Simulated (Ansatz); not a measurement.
# k-point convergence of GW for MoS2 (2H monolayer)

Aim: the G0W0 gap of MoS2 (2H monolayer) on a series of meshes, at fixed bands and cutoff.

Main program and level: Ansatz 0.2.0; G0W0 on PBE, plane waves, PAW.

### Step 1. Set-up

The cell holds 3 atoms: 1 Mo and 2 S. Cell: a = 3.185 Å, b = 3.185 Å, c = 29.500 Å, α = 90.0°, β = 90.0°, γ = 120.0°. Vacuum lies along c.

The structure was relaxed with PBE. The runs that relaxed it are not among those shown. The default PAW set here is soft_1. Its files were made with PBE. The Coulomb interaction is cut off across the vacuum.

### Step 2. The 3×3×1 mesh

G0W0 replaces the xc potential by the self-energy, built once from these orbitals. Only a window of levels is corrected, while the sums run over the empty bands that the input names.

Contents of input.yaml:

```yaml
crystal:
  lattice:
    - [3.184743661, 0.0, 0.0]
    - [-1.5923718305, 2.758068915, 0.0]
    - [0.0, 0.0, 29.5]
  atoms:
    - { symbol: Mo, position: [0.3333333333, 0.6666666667, 0.5] }
    - { symbol: S, position: [0.6666666667, 0.3333333333, 0.5529730916] }
    - { symbol: S, position: [0.6666666667, 0.3333333333, 0.4470269084] }
  periodic: [true, true, false]
kpoints:
  mp_grid: { grid: [3, 3, 1] }
hamiltonian:
  xc: pbe
  pseudopotentials: { kind: paw, azcp: { folder: "./paw" } }
scf:
  occupations: { method: fixed }
gw:
  n_empty_bands: 315
  ecut_chi: 66.0
  qp_bands: [v2, c2]
  qp_kpoints: band_edges
  screening: { model: contour_deformation }
```

Run with:

```
$ ansatz run input.yaml --threads 3 --pin off --max-ram 92160MiB --backend cuda --events-out ev --progress --plain --runs-dir out --devices 1 --max-vram 13GiB
```

Numbers of over 12 decimals in the logs are rounded to 6 here.

What it wrote:

```text
GPUs: using 1 of 1 available (devices: 1).
Engine: ansatz 0.2.0, x86_64-unknown-linux-gnu
Pseudopotentials: kind: paw
Pseudopotential: Mo, paw, valence charge 14, recommended cutoff 420 eV (normal), <dir>
Pseudopotential: S, paw, valence charge 6, recommended cutoff 420 eV (normal), <dir>
Functional definition: PBE
  parameter kappa = 0.804
  parameter beta = 0.066725
  exchange = pbe_x(kappa = kappa, mu = beta*pi^2/3)
  correlation = pbe_c(beta = beta)
device memory: the entry about to start is reckoned to put 1.9 GiB on a device that reports 52.6 GiB free (of which the cap on the GPU budget leaves the run 13.0 GiB)
GPU FFT provider: cuFFT
GPU libraries: cuBLAS 13.8.2, cuFFT 12.4.0, cuSOLVER 12.3.4
Crystal: 3 atoms, lattice volume = 259.120 Å³
Basis set: ecut = 420 eV, 5127 PW (Γ)
Bands: 17, of which v1, the nominal top of the filled ones, is band 13 counted from 1 (12 counted from 0)
Symmetry: 12 space group operations
Space group: P-6m2 (ITA 187), of the structure as read, at distance tolerance 6.4e-5 Å
k-points: 3 of 9 (time reversal used)
Non-local potential: Mo, projectors of the file, l = 0: 3, l = 1: 2, l = 2: 2, l = 3: 1
Non-local potential: S, projectors of the file, l = 0: 2, l = 1: 2, l = 2: 1
PAW form: soft (Blöchl's): semilocal exchange-correlation on the pseudo side does not see the compensation charge
PAW one-centre angular grid: Mo, 590 points (default); XC on 64 Gauss nodes
PAW one-centre angular grid: S, 110 points (default); XC on 64 Gauss nodes
Initial density: superposition of atomic densities (neutral atoms: chi_scale 0, normalization atom)
Initial wavefunctions: pseudopotential atomic-orbital guess
GPU buffer pool allocated for 115200 grid points (all kernels)
GPU transforms: local potential and band sums: pruned to the plane-wave sphere, on 24×24×200
Functional: x = pbe(κ = 0.804, μ = 0.219515), c = pbe(β = 0.066725)
SCF iter   1: F=—  HF=-6764.301039 eV  |F-HF|=—  |Δ(HF+E_count)|=         —  Δρ=3.99e-2  dr2=6.41e0  ethr=3.10e-3  ⟨swp⟩=8.0  Hψ=370  notcnv=0  defer=3
preconditioner: auto → none  [insulator: Δε(μ)=1.882 eV  Ē_g=8.885 eV  n_scr=16 (ndim 8)  ℏωp=9.8 eV  f_vac=0.756  ε∞_Penn≈2.2]
SCF iter   2: F=—  HF=-6766.199942 eV  |F-HF|=—  |Δ(HF+E_count)|=    1.90e0  Δρ=6.05e-2  dr2=2.69e1  ethr=3.10e-3  ⟨swp⟩=5.7  Hψ=200  notcnv=0  defer=4  recentre
SCF iter   3: F=—  HF=-6763.191269 eV  |F-HF|=—  |Δ(HF+E_count)|=    3.01e0  Δρ=2.07e-2  dr2=1.76e0  ethr=3.10e-3  ⟨swp⟩=6.0  Hψ=196  notcnv=0  defer=6
SCF iter   4: F=—  HF=-6762.887568 eV  |F-HF|=—  |Δ(HF+E_count)|=   3.04e-1  Δρ=5.33e-3  dr2=3.38e-2  ethr=3.10e-3  ⟨swp⟩=4.3  Hψ=141  notcnv=0  defer=5
SCF iter   5: F=—  HF=-6762.886737 eV  |F-HF|=—  |Δ(HF+E_count)|=   8.31e-4  Δρ=1.27e-3  dr2=4.77e-3  ethr=1.30e-4  ⟨swp⟩=3.0  Hψ=110  notcnv=0  defer=6
SCF iter   6: F=—  HF=-6762.885283 eV  |F-HF|=—  |Δ(HF+E_count)|=   1.45e-3  Δρ=3.22e-4  dr2=1.27e-4  ethr=1.84e-5  ⟨swp⟩=4.3  Hψ=144  notcnv=0  defer=6
SCF iter   7: F=—  HF=-6762.885278 eV  |F-HF|=—  |Δ(HF+E_count)|=   4.63e-6  Δρ=7.99e-5  dr2=1.50e-5  ethr=4.88e-7  ⟨swp⟩=3.7  Hψ=116  notcnv=0  defer=6
SCF iter   8: F=—  HF=-6762.885275 eV  |F-HF|=—  |Δ(HF+E_count)|=   2.57e-6  Δρ=2.88e-5  dr2=2.73e-6  ethr=5.77e-8  ⟨swp⟩=3.3  Hψ=94  notcnv=0  defer=6
SCF iter   9: F=—  HF=-6762.885275 eV  |F-HF|=—  |Δ(HF+E_count)|=   2.31e-7  Δρ=7.50e-6  dr2=2.20e-7  ethr=1.05e-8  ⟨swp⟩=3.0  Hψ=108  notcnv=0  defer=6
SCF iter  10: F=-6762.885275 eV  HF=-6762.885275 eV  |F-HF|=6.55e-9  |Δ(HF+E_count)|=   3.02e-8  Δρ=1.91e-6  dr2=8.42e-9  ethr=3.85e-10  ⟨swp⟩=11.0  Hψ=345  notcnv=0
SCF 1 converged in 10 iterations: F = -6762.885275 eV  dr2 = 8.42e-9
[...]
device memory: the entry about to start is reckoned to put 2.7 GiB on a device that reports 52.9 GiB free (of which the cap on the GPU budget leaves the run 13.0 GiB)
NSCF: frozen V_eff on 3 k-points
[...]
device memory: the entry about to start is reckoned to put 5.5 GiB on a device that reports 51.7 GiB free (of which the cap on the GPU budget leaves the run 13.0 GiB)
NSCF: frozen V_eff on 3 k-points
G₀W₀ screening: q 1/3
[... further progress lines ...]
device memory: the entry about to start is reckoned to put 0.6 GiB on a device that reports 47.1 GiB free (of which the cap on the GPU budget leaves the run 13.0 GiB)
NSCF: frozen V_eff on 1 k-points
SCF converged after 10 iterations
Free energy (F): -6762.885275 eV
Harris-Foulkes:  -6762.885275 eV  (|F-HF|=6.55e-9)
Internal energy: -6762.885275 eV  (E = F + TS)
E sigma→0 (E₀):  -6762.885275 eV
Fermi energy:    -5.894794 eV
--- Per-component energies (eV) ---
  E_band       = -575.636420
  E_kinetic    = 632.925417
  E_local      = -43200.074674  (includes V_loc(G=0)·N_el)
  E_nonlocal   = 217.008786
  E_hartree    = 21168.965863
  E_xc         = -353.839598
  E_vxc        = -384.899315  (∫ρ·V_xc dr)
  E_paw        = -4428.616948  (= ΣΔE_a)
  E_vpaw       = -178.536235  (= ΣTr[D̂ρ^β])
  E_aug_tail   = 0.000045  (compensation charges beyond the density's cutoff)
  E_ewald      = 19200.745833
  E_smearing   = -0.000000  (= −TS)
  E_closure    = 0.000000  (closes the sum)
  Σ components = -6762.885275   (vs F -6762.885275, Δ=0.00e0)
--- Band table (eV) ---
  k-point 0: bands = [... 9 lower, -7.7396, -7.4467, -7.4467, -5.9478, -3.1963, -3.1963, -2.9417, -2.9417]
  k-point 1: bands = [... 9 lower, -8.7871, -7.5894, -7.3095, -6.8784, -3.6790, -3.5870, -2.5542, -1.8692]
  k-point 2: bands = [... 9 lower, -9.4877, -8.8502, -8.1059, -5.8948, -4.2542, -2.8820, -2.3494, -1.0740]
--- G₀W₀: contour deformation, 7 samples at zero and on the imaginary axis and 1 off it, 9 q-points, 315 empty bands' worth ---
  eigenvalues of the whole cell's RPA ε∞ on this k-mesh (on a slab, of 1 + 4πα/V) = 1.1673, 4.7748, 4.7748; static W/v taken at q = 0 is 0.413394
  gw.qp_kpoints: band_edges: 3 of 3 stored k-points solved, in 1 pass; an edge of the gap read off the rows below is read off those points alone
    ik  band        ε_KS         Σx   Σc(E_QP)       V_xc       Z   E_QP_lin       E_QP  E_QP is
     0    12     -7.4467   -20.3721     1.9690   -18.5361  0.6880    -7.3145    -7.3137  root
     0    13     -5.9478   -18.5316     1.0063   -17.6426  0.6930    -5.8310    -5.8305  root
     0    14     -3.1963   -13.5871    -4.1990   -18.4607  0.6928    -2.4953    -2.5217  root
     0    15     -3.1963   -13.5871    -4.1990   -18.4607  0.6928    -2.4953    -2.5217  root
     1    12     -7.3095   -19.5381     2.3294   -17.2053  0.6848    -7.3130    -7.3130  root
     1    13     -6.8784   -18.7779     1.4899   -17.3379  0.6859    -6.8287    -6.8285  root
     1    14     -3.6790   -15.2634    -4.2465   -20.2358  0.6835    -2.9216    -2.9531  root
     1    15     -3.5870   -14.1526    -4.2173   -18.9842  0.6851    -2.9504    -2.9728  root
     2    12     -8.1059   -19.7466     2.8568   -16.8308  0.6679    -8.1650    -8.1648  root
     2    13     -5.8948   -19.7707     1.0827   -18.8627  0.6894    -5.7212    -5.7201  root
     2    14     -4.2542   -15.4444    -4.3076   -20.4843  0.6839    -3.4903    -3.5218  root
     2    15     -2.8820   -12.7556    -4.4582   -17.8388  0.6940    -2.2340    -2.2570  root
```

It took 20 s on 1 × NVIDIA H100 80GB HBM3 (shared by 6 runs) with 3 threads of AMD EPYC 7R13 (Zen 3), shared host; peak memory 1.2 GiB.

This step gave:

* bands summed: 328
* plane waves in the screening matrix: 315
* q-points in the mesh: 9
* G0W0 gap on the mesh: 2.198 eV
* k of the valence top: 0.3333, 0.3333, 0
* k of the conduction bottom: 0.3333, 0.3333, 0
* starting gap on the mesh: 1.641 eV
* Z at the valence top: 0.6894
* Z at the conduction bottom: 0.6839
* least direct G0W0 gap on the computed points: 2.198 eV

The gap on the mesh goes from 1.64 eV to 2.20 eV, a correction of +0.56 eV. Between the two edge states, bare exchange in place of the xc potential would open the gap by 5.95 eV, and correlation takes back 5.39 eV.

### Step 3. The 6×6×1 mesh

A second mesh at equal bands and cutoff isolates the sampling error.

Changes to input.yaml since step 2:

```diff
@@ -11,3 +11,3 @@
 kpoints:
-  mp_grid: { grid: [3, 3, 1] }
+  mp_grid: { grid: [6, 6, 1] }
 hamiltonian:
```

What it wrote:

```text
GPUs: using 1 of 1 available (devices: 1).
[...]
GPU FFT provider: cuFFT
GPU libraries: cuBLAS 13.8.2, cuFFT 12.4.0, cuSOLVER 12.3.4
Crystal: 3 atoms, lattice volume = 259.120 Å³
Basis set: ecut = 420 eV, 5127 PW (Γ)
Bands: 17, of which v1, the nominal top of the filled ones, is band 13 counted from 1 (12 counted from 0)
[... 1 set-up line as in the run before ...]
[...]
k-points: 7 of 36 (time reversal used)
[...]
GPU buffer pool allocated for 115200 grid points (all kernels)
[...]
SCF iter   1: F=—  HF=-6764.346950 eV  |F-HF|=—  |Δ(HF+E_count)|=         —  Δρ=4.07e-2  dr2=6.73e0  ethr=3.10e-3  ⟨swp⟩=8.0  Hψ=859  notcnv=0  defer=10
[...]
SCF iter   9: F=-6762.849535 eV  HF=-6762.849535 eV  |F-HF|=2.45e-9  |Δ(HF+E_count)|=   4.77e-8  Δρ=1.39e-6  dr2=5.03e-9  ethr=3.85e-10  ⟨swp⟩=13.4  Hψ=879  notcnv=0
SCF 1 converged in 9 iterations: F = -6762.849535 eV  dr2 = 5.03e-9
[...]
0    12     -7.4440   -20.2104     1.6477   -18.5812  0.7132    -7.4255    -7.4255  root
     0    13     -5.9401   -18.5984     0.9191   -17.6702  0.7154    -5.9492    -5.9492  root
     0    14     -3.1857   -13.6943    -3.9493   -18.4344  0.7163    -2.3713    -2.3950  root
     0    15     -3.1857   -13.6943    -3.9493   -18.4344  0.7163    -2.3713    -2.3950  root
     1    12     -7.0148   -18.0100     2.2515   -15.4480  0.7178    -7.3284    -7.3253  root
     1    13     -6.2261   -19.1958     1.1053   -18.1009  0.7115    -6.2157    -6.2157  root
     1    14     -3.6425   -13.2004    -3.7473   -17.6382  0.7151    -2.9343    -2.9519  root
     1    15     -3.3725   -13.7381    -4.1134   -18.6697  0.7232    -2.5295    -2.5543  root
[...]
6    12     -8.0805   -19.8619     2.8084   -16.8539  0.6832    -8.2819    -8.2802  root
     6    13     -5.9578   -19.3282     0.5380   -18.8942  0.7161    -5.8540    -5.8537  root
     6    14     -4.2842   -16.1078    -3.5763   -20.5089  0.7131    -3.4370    -3.4595  root
     6    15     -2.8785   -12.6934    -4.3557   -17.8438  0.7161    -2.0577    -2.0838  root
[key lines of the parts left out:]
SCF converged after 9 iterations
Free energy (F): -6762.849535 eV
Fermi energy:    -5.940067 eV
```

It took 26 s on 1 × NVIDIA H100 80GB HBM3 (shared by 6 runs) with 3 threads; peak memory 1.4 GiB.

This step gave:

| Item | Value |
| --- | --- |
| bands summed | 328 |
| plane waves in the screening matrix | 315 |
| q-points in the mesh | 36 |
| G0W0 gap on the mesh | 2.394 eV |
| k of the valence top | 0.3333, 0.3333, 0 |
| k of the conduction bottom | 0.3333, 0.3333, 0 |
| starting gap on the mesh | 1.656 eV |
| Z at the valence top | 0.7161 |
| Z at the conduction bottom | 0.7131 |
| least direct G0W0 gap on the computed points | 2.394 eV |

Against the run with 3×3×1 mesh, 315 empty bands, screening to 66 eV, the gap moves by +0.20 eV.

### Step 4. The 9×9×1 mesh

Changes to input.yaml since step 3:

```diff
@@ -11,3 +11,3 @@
 kpoints:
-  mp_grid: { grid: [6, 6, 1] }
+  mp_grid: { grid: [9, 9, 1] }
 hamiltonian:
```

What it wrote:

```text
GPUs: using 1 of 1 available (devices: 1).
[...]
GPU FFT provider: cuFFT
GPU libraries: cuBLAS 13.8.2, cuFFT 12.4.0, cuSOLVER 12.3.4
Crystal: 3 atoms, lattice volume = 259.120 Å³
Basis set: ecut = 420 eV, 5127 PW (Γ)
Bands: 17, of which v1, the nominal top of the filled ones, is band 13 counted from 1 (12 counted from 0)
[... 1 set-up line as in the run before ...]
[...]
k-points: 12 of 81 (time reversal used)
[...]
1    15     -3.3715   -13.4042    -3.7791   -17.9027  0.7127    -2.6334    -2.6521  root
[...]
11    12     -8.0814   -19.8723     2.8030   -16.8539  0.6861    -8.2988    -8.2968  root
    11    13     -5.9597   -19.2421     0.4481   -18.8943  0.7202    -5.8595    -5.8593  root
    11    14     -4.2846   -16.1983    -3.4764   -20.5092  0.7175    -3.4307    -3.4501  root
    11    15     -2.8794   -12.6893    -4.3376   -17.8439  0.7192    -2.0377    -2.0625  root
[key lines of the parts left out:]
SCF converged after 9 iterations
Free energy (F): -6762.850759 eV
Fermi energy:    -5.940542 eV
```

Run time: 54 s. Hardware: 1 × NVIDIA H100 80GB HBM3 (shared by 6 runs) with 3 threads; peak memory 1.6 GiB.

This step gave:

* bands summed: 328
* plane waves in the screening matrix: 315
* G0W0 gap on the mesh: 2.409 eV
* k of the valence top: 0.3333, 0.3333, 0
* k of the conduction bottom: 0.3333, 0.3333, 0
* starting gap on the mesh: 1.656 eV
* least direct G0W0 gap on the computed points: 2.409 eV

Against the run with 6×6×1 mesh, 315 empty bands, screening to 66 eV, the gap moves by +0.015 eV.

### Step 5. The 12×12×1 mesh

Changes to input.yaml since step 4:

```diff
@@ -11,3 +11,3 @@
 kpoints:
-  mp_grid: { grid: [9, 9, 1] }
+  mp_grid: { grid: [12, 12, 1] }
 hamiltonian:
```

What it wrote:

```text
GPUs: using 1 of 1 available (devices: 1).
[...]
GPU FFT provider: cuFFT
GPU libraries: cuBLAS 13.8.2, cuFFT 12.4.0, cuSOLVER 12.3.4
Crystal: 3 atoms, lattice volume = 259.120 Å³
Basis set: ecut = 420 eV, 5127 PW (Γ)
Bands: 17, of which v1, the nominal top of the filled ones, is band 13 counted from 1 (12 counted from 0)
[... 1 set-up line as in the run before ...]
[...]
k-points: 19 of 144 (time reversal used)
[...]
1    15     -3.2143   -13.5711    -3.8248   -18.1260  0.7089    -2.4641    -2.4842  root
[...]
18    12     -8.0813   -19.8747     2.8022   -16.8539  0.6861    -8.3020    -8.2999  root
    18    13     -5.9596   -19.2203     0.4274   -18.8943  0.7211    -5.8583    -5.8581  root
    18    14     -4.2844   -16.2216    -3.4536   -20.5092  0.7184    -3.4317    -3.4504  root
    18    15     -2.8793   -12.6883    -4.3341   -17.8438  0.7198    -2.0334    -2.0578  root
[key lines of the parts left out:]
SCF converged after 9 iterations
Free energy (F): -6762.850829 eV
Fermi energy:    -5.940376 eV
```

It took 72 s on 1 × NVIDIA H100 80GB HBM3 (shared by 6 runs) with 3 threads; peak memory 2 GiB.

Numbers from this step:

| Item | Value |
| --- | --- |
| bands summed | 328 |
| plane waves in the screening matrix | 315 |
| G0W0 gap on the mesh | 2.408 eV |
| k of the valence top | 0.3333, 0.3333, 0 |
| k of the conduction bottom | 0.3333, 0.3333, 0 |
| starting gap on the mesh | 1.656 eV |
| least direct G0W0 gap on the computed points | 2.408 eV |

Against the run with 9×9×1 mesh, 315 empty bands, screening to 66 eV, the gap moves by −0.001 eV.

### Step 6. The meshes together

Times are wall times on 1 × NVIDIA H100 80GB HBM3 (shared by 6 runs) with 3 threads of AMD EPYC 7R13 (Zen 3), shared host, good to a factor of about two.

```tsv
mesh	points	irreducible	start (eV)	G0W0 (eV)	shift (eV)	mean of 1 + 4πα/V (set by the cell height)	time
3×3×1	9	3	1.641	2.198	+0.558	3.57	20 s
6×6×1	36	7	1.656	2.394	+0.738	3.09	26 s
9×9×1	81	12	1.656	2.409	+0.753	3.01	54 s
12×12×1	144	19	1.656	2.408	+0.752	3.00	72 s
```

### Step 7. Summary of results

```json
{"3×3×1": "2.198 eV (shift +0.558)", "6×6×1": "2.394 eV (shift +0.738)", "9×9×1": "2.409 eV (shift +0.753)", "12×12×1": "2.408 eV (shift +0.752)", "settings": "PBE start, 315 empty bands, 66 eV"}
```

The shift is +0.56 eV on 3×3×1 and +0.75 eV on 12×12×1; the last step moves it by −0.002 eV. The mean of 1 + 4πα/V (set by the cell height) ranges from 3.00 to 3.57 and ends at 3.00; the coarsest mesh overstates it. On 12×12×1 the states that bound the G0W0 gap lie 1.675 eV apart in the start, so part of the shift is a change of edge. From 9 to 144 points the time grows 3.6-fold. Bands and cutoff are modest here, so the values stand off the basis limit. The many-body steps are scalar-relativistic: spin-orbit coupling is not in them.

[Paths, hosts, dates, memory and timing lines, banners, echoed tables and standing remarks are left out of the program output.]

[Logs are printed without paths, hosts, clocks, repeated set-up lines and the standing remarks that a program may print on its own settings, such as how far it seeks lower states.]

[Runs of the session that timed out or met a known fault of the program may be left out.]

[Cells called generated may have been cut or substituted from an entry of the Crystallography Open Database or the Materials Project.]

[Hosts, paths, dates, database ids (printed as entryN), source tags and the programs' standing remarks are cut or masked in the printed files.]
